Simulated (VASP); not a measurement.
# La2O3 (P-3m1) in VASP: further runs, part 2 of 2

VASP 6.6.1. Earlier steps stand in the parts before.

## (3) Relaxation of cell and atoms, r2SCAN

Contents of INCAR:

```
PREC     = Accurate       # precision mode
ENCUT    = 600            # plane-wave cutoff, eV
EDIFF    = 1E-6           # SCF threshold, eV
ISMEAR   = 0              # smearing method
SIGMA    = 0.05           # smearing width, eV
LREAL    = False          # projectors in reciprocal space
LASPH    = True           # aspherical terms in the spheres
NELM     = 100            # most SCF steps
ALGO     = Normal         # electronic algorithm
ISIF     = 3              # what is computed and relaxed
LWAVE    = False          # write WAVECAR
LCHARG   = False          # write CHGCAR
METAGGA  = R2SCAN         # meta-GGA
LMIXTAU  = True         
IBRION   = 2              # ionic algorithm
NSW      = 40             # ionic steps
EDIFFG   = -0.01          # ionic threshold
```

Contents of KPOINTS:

```
Automatic mesh
0
Gamma
  6 6 4
```

Contents of POSCAR:

```
La2O3
1.0
    3.9380000000      0.0000000000      0.0000000000
   -1.9690000000      3.4104080401      0.0000000000
    0.0000000000      0.0000000000      6.1360000000
La O
2 3
Direct
    0.3333333333      0.6666666667      0.2454000000
    0.6666666667      0.3333333333      0.7546000000
    0.3333333333      0.6666666667      0.6471000000
    0.6666666667      0.3333333333      0.3529000000
    0.0000000000      0.0000000000      0.0000000000
```

Potentials or basis: VASP PAW PBE potentials, release 64 (La, O).

On the command line:

```sh
> cat potpaw_PBE.64/La/POTCAR potpaw_PBE.64/O/POTCAR > POTCAR
> mpirun -np 1 vasp_std > vasp.out
```

OUTCAR:

```text
PREC = Accurate
   ENCUT = 600
   EDIFF = 1E-6
   ISMEAR = 0
   LREAL = False
   LASPH = True
   NELM = 100
   ISIF = 3
   METAGGA = R2SCAN
   IBRION = 2
   NSW = 40
   EDIFFG = -0.01

 ion  position               nearest neighbor table
   1  0.333  0.667  0.245-   4 2.37   4 2.37   4 2.37   3 2.46   5 2.73   5 2.73   5 2.73
   2  0.667  0.333  0.755-   3 2.37   3 2.37   3 2.37   4 2.46   5 2.73   5 2.73   5 2.73
   3  0.333  0.667  0.647-   2 2.37   2 2.37   2 2.37   1 2.46
   4  0.667  0.333  0.353-   1 2.37   1 2.37   1 2.37   2 2.46
   5  0.000  0.000  0.000-   1 2.73   2 2.73   1 2.73   2 2.73   2 2.73   1 2.73

  LATTYP: Found a hexagonal cell.
 ALAT       =     3.9380000000
 C/A-ratio  =     1.5581513459

  Lattice vectors:

 A1 = (   3.9380000000,   0.0000000000,   0.0000000000)
 A2 = (  -1.9690000000,   3.4104080401,   0.0000000000)
 A3 = (   0.0000000000,   0.0000000000,   6.1360000000)

Analysis of symmetry for initial positions (statically):
=====================================================================
 Subroutine PRICEL returns:
 Original cell was already a primitive cell.

 Routine SETGRP: Setting up the symmetry group for a
 hexagonal supercell.

[... 175 lines left out ...]
------------------------ aborting loop because EDIFF is reached ----------------------------------------

  FORCE on cell =-STRESS in cart. coord.  units (eV):
  Direction    XX          YY          ZZ          XY          YZ          ZX
  --------------------------------------------------------------------------------------
  -------------------------------------------------------------------------------------
  Total       -0.5422905     -0.5422905     -0.5480639     -0.0000000     -0.0000000      0.0000000
  in kB      -10.5432666    -10.5432666    -10.6555126     -0.0000000     -0.0000000      0.0000000
  external PRESSURE =     -10.5806819 kB  Pullay stress =       0.0000000 kB
[... 98 lines left out ...]
  FREE ENERGIE OF THE ION-ELECTRON SYSTEM (eV)
  ---------------------------------------------------
  free  energy   TOTEN  =       -96.0681131601 eV

  energy  without entropy=      -96.0681131601  energy(sigma->0) =      -96.06811316

[... ionic steps 4 to 7 ...]

--------------------------------------- Ionic step        8  -------------------------------------------

 number of electron      39.9999999 magnetization

------------------------ aborting loop because EDIFF is reached ----------------------------------------
[... 73 lines left out ...]
--------------------------------------- Ionic step       10  -------------------------------------------

 number of electron      39.9999999 magnetization

 Free energy of the ion-electron system (eV)
  ---------------------------------------------------
  ext. energy  EPLUGINS =         0.00000000
  ---------------------------------------------------
  free energy    TOTEN  =       -96.06840558 eV

  energy without entropy =      -96.06840558  energy(sigma->0) =      -96.06840558

 E-fermi :   6.0434     XC(G=0): -11.1013

 val. band max:        5.7213224329   @ k =   0.5000   0.0000   0.5000
 cond. band min:       9.9612818541   @ k =   0.3333   0.3333   0.0000
 fundamental gap:      4.2399594213
 Fermi energy:         6.0434176651

 k-point     1 :       0.0000    0.0000    0.0000
  band No.  band energies     occupation
      1     -25.0105      2.00000
      2     -24.7543      2.00000
      3     -12.0980      2.00000
      4     -10.9759      2.00000
      5     -10.4647      2.00000
      6      -8.0034      2.00000
[... 669 lines left out ...]
  FREE ENERGIE OF THE ION-ELECTRON SYSTEM (eV)
  ---------------------------------------------------
  free  energy   TOTEN  =       -96.0684055782 eV

  energy  without entropy=      -96.0684055782  energy(sigma->0) =      -96.06840558

 reached required accuracy - stopping structural energy minimisation
```

Wall time 19 min (1 thread of Intel Xeon Platinum 8488C (Sapphire Rapids), shared host); peak memory 0.27 GiB.

Results:

- Free energy: -96.0684 eV
- Relaxed volume: 16.36 Å³/atom
- Relaxed cell: a = 3.931 Å, b = 3.931 Å, c = 6.112 Å, α = 90.00°, β = 90.00°, γ = 120.00°
- Space group after relaxing (to 0.05 Å): P-3m1 (No. 164)
- Energy gained by relaxing: 0.5 meV/atom
- Ionic steps: 10
- Pressure after relaxing: 0.0 GPa
- Largest force after relaxing: 0.005 eV/Å
- Band gap on the k mesh: 4.24 eV, indirect (least direct gap 4.36 eV)

Forces on the atoms (eV/Å):
```
La   0.000  0.000  0.000
La   0.000  0.000  0.000
O    0.000  0.000 -0.005
O    0.000  0.000  0.005
O    0.000  0.000  0.000
```

Step by step:
```
step  energy change (eV)  largest force (eV/Å)  pressure (GPa)  volume (Å³)
   1              0.0000                0.1173           -1.06        82.41
   2              0.0007                0.1194            1.31        81.12
   3             -0.0024                0.0407            0.01        81.80
   4             -0.0024                0.0411            0.00        81.78
   5             -0.0016                0.0571            0.67        81.45
   6             -0.0024                0.0418            0.08        81.77
   7             -0.0026                0.0253            0.08        81.76
   8             -0.0026                0.0137            0.07        81.75
   9             -0.0026                0.0175           -0.10        81.85
  10             -0.0026                0.0052           -0.01        81.80
```

Final structure:
```
CELL_PARAMETERS angstrom
3.93106 0.00000 0.00000
-1.96553 3.40440 0.00000
0.00000 0.00000 6.11212
ATOMIC_POSITIONS crystal
La 0.33333 0.66667 0.24600
La 0.66667 0.33333 0.75400
O 0.33333 0.66667 0.64637
O 0.66667 0.33333 0.35363
O 0.00000 0.00000 0.00000
```

Levels at points of the mesh, in eV from the valence-band top:
| k point | band 18 | band 19 | band 20 | band 21 | band 22 | band 23 |
| --- | --- | --- | --- | --- | --- | --- |
| (0.00, 0.00, 0.00) | -0.39 | -0.39 | -0.12 | 4.79 | 5.12 | 5.12 |
| (0.50, 0.00, 0.00) | -0.68 | -0.42 | -0.30 | 4.31 | 5.27 | 5.78 |
| (0.00, 0.00, 0.50) | -0.77 | -0.29 | -0.29 | 5.24 | 5.28 | 5.28 |
| (0.50, 0.00, 0.50) | -0.71 | -0.38 | 0.00 | 4.93 | 5.09 | 5.72 |

Caveat: the PAW data sets were made with another functional, which shifts forces and pressure a little; spin-orbit coupling is left out, which moves the levels of the heavy elements.

## (4) Single point, PBE0

POSCAR is that of step 3.

Contents of INCAR.step1:

```
SYSTEM = La2O3
  ALGO = Normal
  EDIFF = 1E-5
  ENCUT = 520
  GGA = PE
  ISIF = 2
  ISMEAR = 0
  LASPH = .TRUE.
  LREAL = .FALSE.
  LWAVE = .TRUE.
  NBANDS = 28
  NELM = 100
  PREC = Accurate
  SIGMA = 0.05
```

Contents of INCAR.step2:

```
SYSTEM = La2O3
  AEXX = 0.25
  ALGO = Normal
  EDIFF = 1E-6
  ENCUT = 520
  GGA = PE
  HFRCUT = -1
  ISIF = 2
  ISMEAR = 0
  ISTART = 1
  LASPH = .TRUE.
  LCHARG = .TRUE.
  LELF = .TRUE.
  LHFCALC = .TRUE.
  LREAL = .FALSE.
  LVHAR = .TRUE.
  LWAVE = .FALSE.
  NBANDS = 28
  NELM = 100
  PREC = Accurate
  PRECFOCK = Fast
  SIGMA = 0.05
```

Contents of KPOINTS:

```
k-points
0
G
  4 4 3
  0 0 0
```

On the command line:

```sh
> cat potpaw_PBE.64/La/POTCAR potpaw_PBE.64/O/POTCAR > POTCAR
> cp INCAR.step1 INCAR
> mpirun -np 1 vasp_std > vasp.out
> cp INCAR.step2 INCAR
> mpirun -np 1 vasp_std > vasp.out
```

It took 11 min on 1 thread of AMD EPYC 9R45 (Zen 5), shared host; peak memory 0.18 GiB.

It converged, with:

```
Free energy            : -51.2245 eV
Pressure               : -1.9 GPa
Largest force          : 0.271 eV/Å
Band gap on the k mesh : 6.21 eV, indirect (least direct gap 6.45 eV)
```

Forces in eV/Å, atoms in the order of the input:
```
La   0.000  0.000  0.271
La   0.000  0.000 -0.271
O    0.000  0.000  0.003
O    0.000  0.000 -0.003
O    0.000  0.000  0.000
```

Stress tensor (GPa, compression positive):
```
-2.08  0.00  0.00
 0.00 -2.08  0.00
 0.00  0.00 -1.49
```

Levels at points of the mesh, in eV from the valence-band top:
```tsv
k point	band 18	band 19	band 20	band 21	band 22	band 23
(0.00, 0.00, 0.00)	-0.30	-0.30	0.00	6.89	7.06	7.06
(0.50, 0.00, 0.00)	-0.61	-0.39	-0.23	6.21	7.74	7.98
```

Caveat: the k mesh is coarse (spacing up to 0.46 Å⁻¹), so the values aren't converged, least of all with exact exchange; the PAW data sets were made with another functional, which shifts forces and pressure a little; spin-orbit coupling is left out, which moves the levels of the heavy elements; an odd mesh through Γ misses points on the zone boundary, where band edges often lie.

## (5) Single point, HSE06

POSCAR is that of step 4.

Contents of INCAR.step1:

```
SYSTEM = La2O3
ALGO     = Normal         ! electronic algorithm
EDIFF    = 1E-5           ! SCF threshold, eV
ENCUT    = 520            ! plane-wave cutoff, eV
GGA      = PE             ! functional
ISIF     = 2              ! what is computed and relaxed
ISMEAR   = 0              ! smearing method
LASPH    = .TRUE.         ! aspherical terms in the spheres
LREAL    = .FALSE.        ! projectors in reciprocal space
LWAVE    = .TRUE.         ! write WAVECAR
NBANDS   = 28             ! bands
NELM     = 80             ! most SCF steps
PREC     = Accurate       ! precision mode
SIGMA    = 0.05           ! smearing width, eV
```

Contents of INCAR.step2:

```
SYSTEM = La2O3
ALGO     = Normal         ! electronic algorithm
EDIFF    = 1E-6           ! SCF threshold, eV
ENCUT    = 520            ! plane-wave cutoff, eV
GGA      = PE             ! functional
HFSCREEN = 0.2            ! screening, 1/A
ISIF     = 2              ! what is computed and relaxed
ISMEAR   = 0              ! smearing method
ISTART   = 1            
LASPH    = .TRUE.         ! aspherical terms in the spheres
LCHARG   = .TRUE.         ! write CHGCAR
LELF     = .TRUE.         ! ELF
LHFCALC  = .TRUE.         ! exact exchange
LREAL    = .FALSE.        ! projectors in reciprocal space
LVHAR    = .TRUE.       
LWAVE    = .FALSE.        ! write WAVECAR
NBANDS   = 28             ! bands
NELM     = 80             ! most SCF steps
PREC     = Accurate       ! precision mode
PRECFOCK = Fast         
SIGMA    = 0.05           ! smearing width, eV
```

KPOINTS is that of step 4.

On the command line:

```sh
> cat potpaw_PBE.64/La/POTCAR potpaw_PBE.64/O/POTCAR > POTCAR
> cp INCAR.step1 INCAR
> mpirun -np 1 vasp_std > vasp.out
> cp INCAR.step2 INCAR
> mpirun -np 1 vasp_std > vasp.out
```

It took 11 min on 1 thread of Intel Xeon Platinum 8488C (Sapphire Rapids), shared host; peak memory 0.32 GiB.

The run converged. Its results:

* Free energy: -48.9233 eV
* Pressure: -1.9 GPa
* Largest force: 0.285 eV/Å
* Band gap on the k mesh: 5.49 eV, indirect (least direct gap 5.72 eV)

Forces in eV/Å, atoms in the order of the input:
```
La   0.000  0.000  0.285
La   0.000  0.000 -0.285
O    0.000  0.000  0.002
O    0.000  0.000 -0.002
O    0.000  0.000  0.000
```

Stress tensor (GPa, compression positive):
```
-2.15  0.00  0.00
 0.00 -2.15  0.00
 0.00  0.00 -1.50
```

Levels at points of the mesh, in eV from the valence-band top:
```tsv
k point	band 17	band 18	band 19	band 20	band 21	band 22	band 23	band 24
(0.00, 0.00, 0.00)	-1.70	-0.30	-0.30	0.00	6.19	6.33	6.33	6.77
(0.50, 0.00, 0.00)	-0.66	-0.61	-0.38	-0.23	5.49	7.01	7.24	7.81
```

Caveat: the k mesh is coarse (spacing up to 0.46 Å⁻¹), so the values aren't converged, least of all with exact exchange; the PAW data sets were made with another functional, which shifts forces and pressure a little; spin-orbit coupling is left out, which moves the levels of the heavy elements; an odd mesh through Γ misses points on the zone boundary, where band edges often lie.

## (6) Summary

```tsv
task	level	cell	k mesh	cutoff (eV)	grid for exact exchange (PRECFOCK)	exchange at q = 0	screening parameter	mesh quality	gap on the mesh (eV)	pressure (GPa)	relaxed volume (Å³/atom)	largest force (eV/Å)
relaxation of cell and atoms	PBE	relaxed	6 × 6 × 4	600	-	-	-	not flagged	3.86	0.0	16.59	-
relaxation of cell and atoms	r2SCAN	relaxed	6 × 6 × 4	600	-	-	-	not flagged	4.24	0.0	16.36	0.01
single point	PBE0	as given	4 × 4 × 3	520	Fast	truncated	-	coarse	6.21	-1.9	-	0.27
single point	HSE06	as given	4 × 4 × 3	520	Fast	-	0.2 1/A	coarse	5.49	-1.9	-	0.29
```

Alike in all rows: potentials or basis VASP PAW PBE potentials, release 64 (La, O); no spin polarisation; smearing gaussian 0.05 eV.

Caveats: some runs use coarse meshes; spin-orbit coupling is left out, which moves the levels of the heavy elements; the PAW data sets were made with another functional, which shifts forces and pressure a little (some runs); an odd mesh through Γ misses points on the zone boundary, where band edges often lie (some runs).

Absolute energies hang on the potentials; compare differences alone.
